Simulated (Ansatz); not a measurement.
One element of this relaxed crystal is hidden as X:

```
cell (Å)
  0.000 2.782 2.782
  2.782 0.000 2.782
  2.782 2.782 0.000
  Ca 0.0000 0.0000 0.0000
  X 0.5000 0.5000 0.5000
```

All-electron LAPW in Ansatz 0.2.0 under LDA, scalar-relativistic and without spin polarisation, finds it within 0.02 GPa of zero pressure, with a formation energy of -2.31 eV/atom from the elements, a gap of 1.97 eV. The structure needn't be the ground state.

Question: Which element is X?

Answer: S, which makes the crystal CaS. This is the case that was computed; others weren't tested.
